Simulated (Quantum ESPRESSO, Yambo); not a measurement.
# GaP (F-43m): Bethe-Salpeter spectra with Yambo, part 3 of 4

Wanted: excitons and ε₂ of GaP (F-43m), with cost.

Quantum ESPRESSO 7.5 and Yambo 5.3.0; PBE and many-body steps on it, plane waves. Known limits of the many-body steps: not at the basis limit; no spin-orbit coupling; coarse k mesh; bindings not settled in the k mesh.

So far. Step 8 (Triplet (no exchange term)): The lowest triplet lies at 2.526 eV; without spin-orbit coupling triplets are dark, so no spectrum is read. Step 9 (Empty states on the mesh, 6×6×6 mesh, 22 bands): On this mesh the gap is 1.653 eV.

### 11. k mesh (6×6×6)

This step: Bethe-Salpeter equation on PBE with a scissors shift, plane waves, norm-conserving pseudopotentials.

The input, bse6.in:

```
optics
bss
bse
em1s
dipoles
rim_cut
RandQpts= 1000000
RandGvec= 1 RL
Chimod= "HARTREE"
BSKmod= "SEX"
BSEmod= "resonant"
BSSmod= "d"
BSENGexx= 20 Ry
BSENGBlk= 4 Ry
% BSEQptR
 1 | 1 |
%
% BSEBands
 11 | 17 |
%
% BEnRange
 0 | 5 | eV
%
% BDmRange
 0.1 | 0.1 | eV
%
BEnSteps= 101
% BLongDir
 1 | 0 | 0 |
%
% BndsRnXs
 5 | 22 |
%
NGsBlkXs= 4 Ry
% LongDrXs
 1 | 1 | 1 |
%
% KfnQP_E
 0.884 | 1.0 | 1.0 |
%
WRbsWF
FFTGvecs= 47 Ry
```

The run is started by

```
$ OMP_NUM_THREADS=1 mpirun -n 4 yambo -F bse6.in -J bse6 -C bse6 > bse6.log
```

Log:

```text
 Yambo, version 5.3.0

 [02] CORE Variables Setup
 =========================

  [... cell, symmetries and grids as in the set-up ...]

  [02.05] Energies & Occupations
  ==============================

  [X] === General ===
  [X] Electronic Temperature                        :  0.000000  0.000000 [eV K]
  [X] Bosonic    Temperature                        :  0.000000  0.000000 [eV K]
  [X] Finite Temperature mode                       : no
  [X] El. density                                   :  0.64228E+24 [cm-3]
  [X] Fermi Level                                   :  8.204635 [eV]

  [X] === Gaps and Widths ===
  [X] Conduction Band Min                           :  1.653055 [eV]
  [X] Valence Band Max                              :  0.000000 [eV]
  [X] Filled Bands                                  :  13
  [X] Empty Bands                                   :  14  22
  [X] Direct Gap                                    :  1.817539 [eV]
  [X] Direct Gap localized at k                     :  1
  [X] Indirect Gap                                  :  1.653055 [eV]
  [X] Indirect Gap between kpts                     :   1  13
  [X] Last valence band width                       :  3.261240 [eV]
  [X] 1st conduction band width                     :  2.255513 [eV]

 [03] Transferred momenta grid and indexing
 ==========================================

 [BZ sampling] Q-grid is User defined and/or read from the database

 IBZ Q-points                                      :  16
 BZ  Q-points                                      :  216

 K/Q-points units:
 rlu = crystal or reduced units; cc = cartesian coordinates; iku = interal k-units

 Q [ 1]         [rlu]:  0.000000  0.000000  0.000000
 Q [ 2]         [rlu]:  0.25176E-17  0.25176E-17  0.16667
[...]
Global Gauge                                     : length
  X matrix size                                    :   51
  X band range                                     :   5  22
  X e/h energy range                               : -1.000000 -1.000000 [eV]
  X Time ordering                                  : T
  X Hxc Kernel                                     : HARTREE
  X Drude frequency                                :  0.000000  0.000000
  X poles                                          :  100.0000 [o/o]
  RL vectors in the sum                            :  1471
  [r,Vnl] included                                 : yes
  Field direction                                  :  0.577350E-5  0.577350E-5  0.577350E-5
  BZ energy Double Grid                            : no
  BZ energy DbGd points                            : 0
  BZ Q point size factor                           : -1.000000
  X Optical Averaged directions                    : none

 [08] Bethe Salpeter Equation driver
 ===================================

  [08.01] Bethe Salpeter Equation @q1
  ===================================

   [08.01.01] Transition pre-analysis @q1
   ======================================

   [08.01.02] Transition Groups build-up @q1
   =========================================

   [BSK] Transition groups (total):   32
   [BSK] Size (resonant):  2592
   [BSK]         (total):  2592
   [BSK] N. of matrices :  1

   [08.01.03] Loading Dipoles @q1
   ==============================

   [08.01.04] Independent Particles properties @q1
   ===============================================

   ==========================================================

   [BSE] Exchange components :   459
   [BSE] Correlation components :   51  229

    [08.01.05.01] Screened interaction header I/O
    =============================================

    [08.01.05.02] Main kernel loop
    ==============================

    [08.01.05.03] Wave-Function Phases
    ==================================

    [BSE] WF phases found       :  54.76190 [o/o]

   [08.01.06] BSE solver(s) @q1
   ============================

   [08.01.07] Diago Solver @q1
   ===========================

 [11] Game Over & Game summary
```

Run time: 71 s. Hardware: 4 MPI ranks of Arm Neoverse V2, shared host; peak memory 1.6 GiB.

Numbers from this step:

```yaml
transitions_in_the_window: 2592
direct_gap_of_the_transition_levels: 2.702 eV
lowest_state: 2.560 eV
first_strong_exciton_over_a_fiftieth_of_the_strongest_listed: 2.560 eV
binding_of_the_lowest_state_below_the_direct_gap: 0.1415 eV
coulomb_term_of_one_mesh_cell: 0.1646 eV
```

The binding is 0.86 times the screened Coulomb term of one mesh cell (0.16 eV), so it is not shown settled.

The lowest state lies at 2.560 eV, 0.141 eV under the direct gap.

The ε₂ has structure finer than the step of the table below, so its rows give means over 0.2 eV, whole bins alone (the curve runs from 0 to 5 eV). Peaks (eV: height): BSE 2.55: 12.4, 3.45: 68.6, 4.45: 37.3, 4.85: 43.4; no electron-hole interaction 2.70: 7.96, 3.65: 46.4.

Field along x; broadening 0.1 eV; transition window only. Limits: finite bands, cutoff and mesh; no spin-orbit coupling; exciton not shown settled in the k mesh. ε₂ against photon energy; means over each step:

```tsv
photon energy (eV)	BSE	no electron-hole interaction
0.2	0.152	0.116
0.4	0.171	0.128
0.6	0.194	0.142
0.8	0.222	0.160
1.0	0.258	0.182
1.2	0.306	0.209
1.4	0.370	0.244
1.6	0.463	0.292
1.8	0.608	0.361
2.0	0.875	0.471
2.2	1.54	0.682
2.4	4.73	1.29
2.6	9.67	4.59
2.8	4.03	4.93
3.0	4.79	2.20
3.2	13.6	2.85
3.4	53.6	7.06
3.6	23.2	32.0
3.8	6.79	23.2
4.0	4.93	5.91
4.2	8.13	3.90
4.4	27.6	5.97
4.6	29.8	17.5
4.8	40.3	18.8
```

### 12. Triplet (no exchange term)

bse7.in, as its differences from bse6.in of step 11:

```diff
@@ -12,3 +12,3 @@
 BSSmod= "d"
-BSENGexx= 20 Ry
+BSENGexx= 1 RL
 BSENGBlk= 4 Ry
```

The run is started by

```
$ OMP_NUM_THREADS=1 mpirun -n 4 yambo -F bse7.in -J bse7,bse6_W -C bse7 > bse7.log
```

Log:

```text
 Yambo, version 5.3.0

 [02] CORE Variables Setup
 =========================

  [... cell, symmetries and grids as in the set-up ...]

  [02.05] Energies & Occupations
  ==============================

  [X] === General ===
  [X] Electronic Temperature                        :  0.000000  0.000000 [eV K]
  [X] Bosonic    Temperature                        :  0.000000  0.000000 [eV K]
  [X] Finite Temperature mode                       : no
  [X] El. density                                   :  0.64228E+24 [cm-3]
[...]
[06] Dipoles
 ============

  [06.01] Setup: observables and procedures
  =========================================

  [WARNING] [r,Vnl^pseudo] included in position and velocity dipoles.

  [WARNING] In case H contains other non local terms, these are neglected

 [07] Static Dielectric Matrix
 =============================

    [08.01.05.02] Main kernel loop
    ==============================

    [08.01.05.03] Wave-Function Phases
    ==================================

    [BSE] WF phases found       :  54.76190 [o/o]

   [08.01.06] BSE solver(s) @q1
   ============================

   [08.01.07] Diago Solver @q1
   ===========================

 [11] Game Over & Game summary
```

Elapsed: 59 s, on 4 MPI ranks; peak memory 1.6 GiB; 4 min of CPU time.

The lowest triplet lies at 2.550 eV; without spin-orbit coupling triplets are dark, so no spectrum is read.

### 13. Empty states on the mesh, 8×8×8 mesh, 22 bands

This step: Quantum ESPRESSO 7.5; DFT, PBE, plane waves, norm-conserving pseudopotentials.

The input, pw.in:

```
&control
  calculation = 'nscf'
  prefix = 'x'
  outdir = 'o'
  pseudo_dir = 'pseudo'
/
&system
  ibrav = 0
  nat = 2
  ntyp = 2
  ecutwfc = 104.0
  nbnd = 22
  force_symmorphic = .true.
/
&electrons
  conv_thr = 1e-9
  electron_maxstep = 80
  diago_full_acc = .true.
  diago_thr_init = 5e-6
/
ATOMIC_SPECIES
  Ga 69.723 Ga.upf
  P 30.974 P.upf
CELL_PARAMETERS angstrom
  0.0000000000 2.7252500000 2.7252500000
  2.7252500000 0.0000000000 2.7252500000
  2.7252500000 2.7252500000 0.0000000000
ATOMIC_POSITIONS crystal
  Ga 0.0000000000 0.0000000000 0.0000000000
  P 0.2500000000 0.2500000000 0.2500000000
K_POINTS automatic
  8 8 8 0 0 0
```

The run is started by

```
$ OMP_NUM_THREADS=1 mpirun -n 4 pw.x -nk 4 -in pw.in > pw.out
```

Log:

```text
[banner, memory and clock lines left out]
Program PWSCF v.7.5 starts

     Atomic positions and unit cell read from directory:
     o/x.save/

     Message from routine setup:
     using ibrav=0 with symmetry is DISCOURAGED, use correct ibrav instead

     G-vector sticks info

     bravais-lattice index     =            0
     lattice parameter (alat)  =       7.2832  a.u.
     unit-cell volume          =     273.1780 (a.u.)^3
     number of atoms/cell      =            2
     number of atomic types    =            2
     number of electrons       =        26.00
[...]
-135.1871 -85.9119 -85.9119 -85.9118  -6.3489  -6.3304  -6.3304  -6.2377
    -6.2377  -4.0858   6.5754   7.9751   7.9751  10.6499  12.4404  12.4404
    12.6711  17.3262  17.3262  17.9133  20.0068  21.9595

          k = 0.1768 0.1768-0.1768 (  4873 PWs)   bands (ev):

  -135.1871 -85.9118 -85.9118 -85.9117  -6.3791  -6.3203  -6.3203  -6.2361
    -6.2361  -3.5122   4.3287   7.5424   7.5424  10.3580  12.9459  12.9459
    14.5489  17.1496  17.1496  18.1348  21.2975  24.3939

          k = 0.2652 0.2652-0.2652 (  4907 PWs)   bands (ev):

     [... further k-points ...]

     highest occupied, lowest unoccupied level (ev):     8.2046    9.8467

     XML data file, pseudopotentials, collected wavefunctions
```

Run time: 4.2 s. Hardware: 4 MPI ranks; peak memory 0.25 GiB.

This step gave:

```yaml
gap: 1.642 eV
k_of_the_valence_top: 0, 0, 0
k_of_the_conduction_bottom: 0, 0.375, 0.375
least_direct_gap: 1.818 eV
k_points_computed: 29
lowest_point_of_the_top_converged_band_above_the_valence_top: 12.45 eV
```

On this mesh the gap is 1.642 eV.

### 14. Conversion and set-up

This step: Yambo 5.3.0; conversion and set-up on PBE, plane waves, norm-conserving pseudopotentials.

The run is started by

```
$ (cd o/x.save; p2y > p2y.log; mv SAVE ../..); yambo > setup.log
```

Log:

```text
 Yambo, version 5.3.0

 [02] CORE Variables Setup
 =========================

  [02.01] Unit cells
  ==================

  Cell kind             :  FCC
  Atoms in the cell     :  Ga  P
  number of Ga atoms    :  1
  number of P  atoms    :  1

  List of atomic masses
  Mass of Ga    :  69.72300
  Mass of P     :  30.97400

  List of atomic coordinates    : [cc]
  Ga1       :  0.000000  0.000000  0.000000  order 1
  P1       :  2.574988  2.574988  2.574988  order 2

  Alat factors          :  5.149976  5.149976  5.149976 [a.u.]
  Direct lattice volume :  273.1780 [a.u.]
[...]
Q [ 1]         [rlu]:  0.000000  0.000000  0.000000
 Q [ 2]         [rlu]: -0.12963E-17 -0.12963E-17  0.12500
 Q [ 3]         [rlu]: -0.25926E-17 -0.25926E-17  0.25000
[...]
Q [ 8]         [rlu]: -0.25926E-17  0.12500      0.37500
 Q [ 9]         [rlu]: -0.52520E-17  0.12500      0.50000
 Q [10]         [rlu]:  0.51853E-17  0.12500     -0.37500
     [... 17 further rows ...]
 Q [28]         [rlu]:  0.125000 -0.500000 -0.375000
 Q [29]         [rlu]:  0.250000 -0.500000 -0.250000

  [03.01] X indexes
  =================

   [03.01.01] Sigma indexes
   ========================

 [06] Game Over & Game summary
```

It took 3.5 s on 1 MPI rank; peak memory 0.26 GiB.

### 15. k mesh (8×8×8)

This step: Bethe-Salpeter equation on PBE with a scissors shift, plane waves, norm-conserving pseudopotentials.

bse9.in, as its differences from bse7.in of step 12:

```diff
@@ -12,3 +12,3 @@
 BSSmod= "d"
-BSENGexx= 1 RL
+BSENGexx= 20 Ry
 BSENGBlk= 4 Ry
@@ -18,3 +18,3 @@
 % BSEBands
- 11 | 17 |
+ 11 | 15 |
 %
```

The run is started by

```
$ OMP_NUM_THREADS=1 mpirun -n 4 yambo -F bse9.in -J bse9 -C bse9 > bse9.log
```

Log:

```text
 Yambo, version 5.3.0

 [02] CORE Variables Setup
 =========================

  [... cell, symmetries and grids as in the set-up ...]

  [02.05] Energies & Occupations
  ==============================

  [X] === General ===
  [X] Electronic Temperature                        :  0.000000  0.000000 [eV K]
  [X] Bosonic    Temperature                        :  0.000000  0.000000 [eV K]
  [X] Finite Temperature mode                       : no
  [X] El. density                                   :  0.64228E+24 [cm-3]
[...]
[08.01.04] Independent Particles properties @q1
   ===============================================

   ==========================================================

   [BSE] Exchange components :   459
   [BSE] Correlation components :    51   331

    [08.01.05.01] Screened interaction header I/O
    =============================================

    [08.01.05.02] Main kernel loop
    ==============================

    [08.01.05.03] Wave-Function Phases
    ==================================

    [BSE] WF phases found       :  67.24138 [o/o]

   [08.01.06] BSE solver(s) @q1
   ============================

   [08.01.07] Diago Solver @q1
   ===========================

 [11] Game Over & Game summary
```

Elapsed: 2.2 min, on 4 MPI ranks; peak memory 1.8 GiB.

Numbers from this step:

```
transitions in the window                                      : 3072
direct gap of the transition levels                            : 2.702 eV
lowest state                                                   : 2.579 eV
first strong exciton (over a fiftieth of the strongest listed) : 2.579 eV
binding of the lowest state below the direct gap               : 0.1229 eV
Coulomb term of one mesh cell                                  : 0.1423 eV
```

The binding is 0.86 times the screened Coulomb term of one mesh cell (0.14 eV), so it is not shown settled.

The lowest state lies at 2.579 eV, 0.123 eV under the direct gap.

The window of bands is narrower than in the first exciton run, so this row is not like for like with it.

The program warns that the window of bands cuts a degenerate level, which breaks the symmetry of states and spectrum.

### 16. Triplet (no exchange term)

bse10.in, as its differences from bse9.in of step 15:

```diff
@@ -12,3 +12,3 @@
 BSSmod= "d"
-BSENGexx= 20 Ry
+BSENGexx= 1 RL
 BSENGBlk= 4 Ry
```

The run is started by

```
$ OMP_NUM_THREADS=1 mpirun -n 4 yambo -F bse10.in -J bse10,bse9_W -C bse10 > bse10.log
```

Log:

```text
 Yambo, version 5.3.0

 [02] CORE Variables Setup
 =========================

  [... cell, symmetries and grids as in the set-up ...]

  [02.05] Energies & Occupations
  ==============================

  [X] === General ===
  [X] Electronic Temperature                        :  0.000000  0.000000 [eV K]
  [X] Bosonic    Temperature                        :  0.000000  0.000000 [eV K]
  [X] Finite Temperature mode                       : no
  [X] El. density                                   :  0.64228E+24 [cm-3]
[...]
[06] Dipoles
 ============

  [06.01] Setup: observables and procedures
  =========================================

  [WARNING] [r,Vnl^pseudo] included in position and velocity dipoles.

  [WARNING] In case H contains other non local terms, these are neglected

 [07] Static Dielectric Matrix
 =============================

    [08.01.05.02] Main kernel loop
    ==============================

    [08.01.05.03] Wave-Function Phases
    ==================================

    [BSE] WF phases found       :  67.24138 [o/o]

   [08.01.06] BSE solver(s) @q1
   ============================

   [08.01.07] Diago Solver @q1
   ===========================

 [11] Game Over & Game summary
```

The job ended after 92 s (4 MPI ranks; peak memory 1.8 GiB; 6.1 min of CPU time).

The lowest triplet lies at 2.574 eV; without spin-orbit coupling triplets are dark, so no spectrum is read.

The program warns that the window of bands cuts a degenerate level, which breaks the symmetry of states and spectrum.

### 17. Empty states on the mesh, 10×10×10 mesh, 22 bands

This step: Quantum ESPRESSO 7.5; DFT, PBE, plane waves, norm-conserving pseudopotentials.

pw.in, as its differences from that of step 13:

```diff
@@ -31,2 +31,2 @@
 K_POINTS automatic
-  8 8 8 0 0 0
+  10 10 10 0 0 0
```

The run is started by

```
$ OMP_NUM_THREADS=1 mpirun -n 4 pw.x -nk 4 -in pw.in > pw.out
```

Log:

```text
[banner, memory and clock lines left out]
Program PWSCF v.7.5 starts

     Atomic positions and unit cell read from directory:
     o/x.save/

     Message from routine setup:
     using ibrav=0 with symmetry is DISCOURAGED, use correct ibrav instead

     G-vector sticks info

     bravais-lattice index     =            0
     lattice parameter (alat)  =       7.2832  a.u.
     unit-cell volume          =     273.1780 (a.u.)^3
     number of atoms/cell      =            2
     number of atomic types    =            2
     number of electrons       =        26.00
[...]
-135.1871 -85.9119 -85.9119 -85.9118  -6.3442  -6.3320  -6.3320  -6.2379
    -6.2379  -4.1581   7.0192   8.0503   8.0503  10.5942  12.3279  12.3279
    12.4161  17.4780  17.4780  17.6389  20.1493  21.5514

          k = 0.1414 0.1414-0.1414 (  4882 PWs)   bands (ev):

  -135.1871 -85.9118 -85.9118 -85.9117  -6.3664  -6.3245  -6.3245  -6.2371
    -6.2371  -3.7808   5.2111   7.7156   7.7156  10.5246  12.7860  12.7860
    13.7417  17.0656  17.0656  18.3153  20.3517  23.3829

          k = 0.2121 0.2121-0.2121 (  4900 PWs)   bands (ev):

     [... further k-points ...]

     highest occupied, lowest unoccupied level (ev):     8.2046    9.8089

     XML data file, pseudopotentials, collected wavefunctions
```

Elapsed: 5.7 s, on 4 MPI ranks; peak memory 0.24 GiB; 22 s of CPU time.

This step gave:

| Property | Result |
| --- | --- |
| gap | 1.604 eV |
| k of the valence top | 0, 0, 0 |
| k of the conduction bottom | 0, 0.4, 0.4 |
| least direct gap | 1.818 eV |
| k points computed | 47 |
| lowest point of the top converged band, above the valence top | 12.45 eV |

On this mesh the gap is 1.604 eV.

### 18. Conversion and set-up

This step: Yambo 5.3.0; conversion and set-up on PBE, plane waves, norm-conserving pseudopotentials.

The run is started by

```
$ (cd o/x.save; p2y > p2y.log; mv SAVE ../..); yambo > setup.log
```

Log:

```text
 Yambo, version 5.3.0

 [02] CORE Variables Setup
 =========================

  [02.01] Unit cells
  ==================

  Cell kind             :  FCC
  Atoms in the cell     :  Ga  P
  number of Ga atoms    :  1
  number of P  atoms    :  1

  List of atomic masses
  Mass of Ga    :  69.72300
  Mass of P     :  30.97400

  List of atomic coordinates    : [cc]
  Ga1       :  0.000000  0.000000  0.000000  order 1
  P1       :  2.574988  2.574988  2.574988  order 2

  Alat factors          :  5.149976  5.149976  5.149976 [a.u.]
  Direct lattice volume :  273.1780 [a.u.]
[...]
Q [ 1]         [rlu]:  0.000000  0.000000  0.000000
 Q [ 2]         [rlu]:  0.62884E-17 -0.75893E-17  0.10000
 Q [ 3]         [rlu]:  0.12577E-16 -0.15179E-16  0.20000
[...]
Q [ 8]         [rlu]:  0.50370E-17  0.10000      0.20000
 Q [ 9]         [rlu]:  0.75710E-17  0.10000      0.30000
 Q [10]         [rlu]:  0.14999E-16  0.10000      0.40000
     [... 35 further rows ...]
 Q [46]         [rlu]:  0.200000  0.400000 -0.300000
 Q [47]         [rlu]:  0.200000 -0.500000 -0.300000

  [03.01] X indexes
  =================

   [03.01.01] Sigma indexes
   ========================

 [06] Game Over & Game summary
```

The job ended after 4.2 s (1 MPI rank; peak memory 0.27 GiB).

(Continued in part 4 of 4.)

[Paths, hosts, dates, memory and timing lines, banners, echoed tables and standing remarks are left out of the program output.]

[Logs are printed without paths, hosts, clocks, repeated set-up lines and the standing remarks that a program may print on its own settings, such as how far it seeks lower states.]

[Runs of the session that timed out or met a known fault of the program may be left out.]

[Hosts, paths, dates, database ids (printed as entryN), source tags and the programs' standing remarks are cut or masked in the printed files.]
